# Why stretched TaN gains energy while it still pushes outward

## The question

Why should a crystal that still pushes outward cost energy when it is allowed to expand? Rocksalt tantalum nitride does this in the middle of the series below. The pressure there is positive, which ought to mean that a larger cell is a cheaper one. Yet the energy has stopped falling and begins to climb.

Plane-wave PAW calculations with Ansatz 0.2.0 for strained TaN cells (space group I4/mmm) at fixed atoms: PBE, scalar-relativistic, no spin polarization, cutoff 420 eV, 18×18×18 k mesh, Gaussian smearing of 0.15 eV. Energies are taken at zero smearing, relative to the elements' standard crystals or gases in PBE; pressure and stress are positive in compression.

| volume (Å³/atom) | c/a | shortest distance (Å) | energy over elements (eV/atom) | pressure (GPa) | stress xx (GPa) | stress yy (GPa) | stress zz (GPa) |
| --- | --- | --- | --- | --- | --- | --- | --- |
| 9.735 | 1.4580 | 2.114 | -0.687 | 42.73 | 51.64 | 51.64 | 24.930 |
| 9.835 | 1.4505 | 2.125 | -0.718 | 37.34 | 44.51 | 44.51 | 23.000 |
| 9.936 | 1.4431 | 2.135 | -0.744 | 32.24 | 37.76 | 37.76 | 21.210 |
| 10.553 | 1.4425 | 2.179 | -0.817 | 7.44 | -0.62 | 11.47 | 11.470 |
| 10.605 | 1.4495 | 2.179 | -0.817 | 5.88 | 10.69 | 10.69 | -3.740 |
| 10.656 | 1.4566 | 2.179 | -0.815 | 4.40 | -6.54 | 9.87 | 9.870 |
| 11.413 | 1.4487 | 2.233 | -0.787 | -16.31 | -13.32 | -13.32 | -22.290 |

Volume is given per atom, and pressure and stress are positive in compression. The energy column, rounded to 1 meV/atom, barely shows the turn. The free energies of the same density functional calculations have more digits. They place the rows at 10.605 and 10.656 Å³/atom higher than the row at 10.553 by 0.7 and 2.4 meV/atom. Over the same three rows the pressure falls from 7.4 to 4.4 GPa but never reaches zero.

## What is being strained

The cells differ in shape as well as in volume. Each is a cubic rocksalt crystal with one axis made longer than the other two. In this tetragonal setting the undistorted cube has c/a = √2, about 1.414, and every row lies above that.

The Ta-N contacts show three kinds of deformation. In the first three rows the two in-plane directions are squeezed while the axial contact stays at 2.179 Å. In the middle three the in-plane contacts stay at 2.179 Å and only the axis is stretched, so the shortest distance stands still. In the last row all contacts are longer than that. In the first cell, for example, each Ta atom has four N neighbours at 2.114 Å and two at 2.179 Å, not six at one distance.

The jumps in the stress columns have a plain origin. The long axis points along x in the rows at 10.553 and 10.656 Å³/atom and along z in all others. Once the stresses are sorted into axial and in-plane, both fall at every step down the table.

## Each direction has its own stress

The sign of each stress follows from a comparison of bond lengths. A fit described further on puts the unstressed cubic crystal near 10.8 Å³/atom. In rocksalt the contact is the cube root of the volume per atom, which gives about 2.21 Å. Contacts shorter than this should push, and longer ones should pull.

The rule is approximate, because the stress along one direction also depends on the lengths along the others. It gives the right sign in every row, but only just for the axis at 10.553 Å³/atom. There the squeezed in-plane contacts shift the resting length of the axis to slightly more than 2.21 Å, and the axis is barely longer than that. The first three cells have only short contacts and push in all directions. The last has only long ones and pulls in all directions. The middle three are mixed: their in-plane bonds are too short and push, while their axial bonds are too long and pull.

Pressure is the average over the three directions. In the middle rows two pushing directions outweigh one pulling direction, so the average stays positive. That average hides the direction that matters here.

## Only a moving edge does work

Stress changes the energy only through an edge that changes its length. Between 10.553 and 10.656 Å³/atom the in-plane edges do not move, so their push does no work, however strong it is. The axis does move, and it is already under tension. Stretching it further must therefore cost energy.

The size of the cost can be worked out by hand. For one moving edge, the energy change per atom is minus the stress along it, times the volume per atom, times the relative stretch.

1. The axial stress is −0.62 GPa at the start and −6.54 GPa at the end, with a mean of −3.58 GPa.
2. The ratio of the c/a values, 1.4566/1.4425, gives a stretch of 0.98 %, or 0.0097 as a logarithm.
3. With a mean volume of 10.6 Å³/atom, the product 3.58 × 10.6 × 0.0097 is 0.37 GPa Å³.
4. Since 1 eV/Å³ equals 160.2 GPa, this is 2.3 meV/atom.

The computed free energy rises by 2.4 meV/atom. The estimate contains no adjusted constant, but it is a test of consistency and not of a cause, because stress is by definition the response of the energy to strain. The agreement does make numerical noise an unlikely source of the small rise, although an error shared by energy and stress, such as one from the k mesh, would not show up this way.

## The same work, split into volume and shape

A second way of counting shows why the pressure misleads. Any small change of these cells can be split into a change of volume and a change of shape:

ΔE = −P ΔV + (2/3) V D Δt

Here E is the energy per atom, P the pressure and V the volume per atom. D is the in-plane stress minus the axial stress, and t = ln[(c/a)/√2] measures the distance from the cube. The first term is the familiar work of expansion. The second is the price of making the cell less cubic.

Over the three middle rows the expansion releases 3.8 meV/atom, just as the positive pressure promises. The growing distortion costs 6.2 meV/atom. The crystal gains from being larger and loses more from being longer in one direction only.

Summed from row to row, this balance follows the computed energies closely wherever the rows lie close together. Over the two wide gaps it misses by about 3 meV/atom, out of changes of 74 and 28 meV/atom. The likely reason is that the pressure was taken to run straight between neighbouring rows, whereas the pressure curve of a solid bends.

## Why the distortion shows only near the bottom

The first cells are distorted as well, and the very first stores the most shape energy of all, about 16 meV/atom. Nothing odd appears there, because that cell lies 130 meV/atom above the lowest row and strong compression accounts for most of this. From row to row the distortion also shrinks while the volume grows. Both changes lower the energy, so they cannot be told apart by eye.

Near the resting volume the situation is different. The energy curve of a solid is flat at its minimum, so a little more volume gains very little. A distortion worth a few meV/atom can then decide the direction of the trend. The last row lies well beyond the minimum, and its rise is the ordinary cost of overstretching all bonds.

## Taking the shape energy away

If this account is right, removing the shape energy should leave one smooth curve in volume. For a spring-like distortion, D grows in proportion to t, and adding up the shape work from the cube outwards gives a stored energy of V D t/3. Each row supplies this value from its own stresses and its own c/a.

The remainder was fitted by least squares to a second-order Birch-Murnaghan curve, a standard energy-volume relation with three constants, using all seven rows. The typical misfit is 0.25 meV/atom. The same curve fitted to the untreated energies misses by 2.9 meV/atom, more than the whole rise it would have to describe. Volume alone gives the broad course of the energies, which span 130 meV/atom, but not differences as small as this rise.

The fitted minimum lies near 10.8 Å³/atom, and this is the resting volume used above. A straight line through the pressures on either side of zero gives nearly the same value. No row lies between 10.656 and 11.413 Å³/atom, however, and a single row carries the whole expanded side. When each row in turn is left out and predicted from the others, the typical error grows to 2.2 meV/atom.

## Why the stretched axis reacts most

In the middle rows a 1 % stretch of the axis lowers the axial stress by 6.1 GPa and the in-plane stress by only 1.6 GPa. The structure offers a reason. In rocksalt, Ta and N alternate along straight lines parallel to the three cube edges, so a stretch along one edge lengthens the nearest contacts on that line and leaves the others unchanged. The weaker response across the axis shows that the directions are still coupled.

Resistance to distortion also fades as the crystal expands. It can be measured by D/t, the stress difference per unit of distortion. The rows at 9.835 and 11.413 Å³/atom have nearly the same shape, and between them this stiffness falls by a factor of 2.3 for a volume increase of 16 %. These are stiffnesses of cells under load, not the elastic constants of TaN at rest.

The calculation gives the softening but not its cause in terms of electrons. The usual argument is that most of the stiffness comes from the short-range repulsion between neighbouring atoms, which dies away quickly as the Ta-N contacts lengthen. The bonding overlap between Ta d and N p orbitals weakens too, but more gradually. No bond analysis is available here to test this picture.

## Beside a uniform expansion

Suppose the undistorted cube were expanded equally in all directions. It would stay cubic, D and t would be zero, and only the work of expansion would remain. The energy would then fall for as long as the pressure is positive and turn exactly where the pressure vanishes. In the present series the turn comes earlier because the shape changes along with the volume.

The general rule is to look at the stress along the edge that is free to move. If that edge pushes, lengthening it lowers the energy; if it pulls, lengthening it raises the energy. The average over all directions is enough when all edges stretch by the same fraction, or when the stress is the same in every direction.

A practical case is a coating with a cube edge along its normal, held in plane by its substrate but free to change its thickness. Its thickness settles where the axial stress vanishes, even though large in-plane stresses remain. The row at 10.553 Å³/atom comes close to this state, with 11.5 GPa in plane and almost nothing along the axis. That is why it is the lowest of the three rows that share these in-plane edges, although it is not the relaxed crystal.

## What the negative energies mean

All energies over the elements are negative, so each of these strained cells is lower in energy than separate tantalum metal and nitrogen gas in the same functional. This does not make rocksalt the preferred form of TaN. A hexagonal form is known to be lower in energy. Nor do these cells, with two atoms on symmetric sites, test whether perfect rocksalt TaN would withstand small shifts of its atoms. The series describes how the rocksalt form responds to strain, not whether it will form or last.
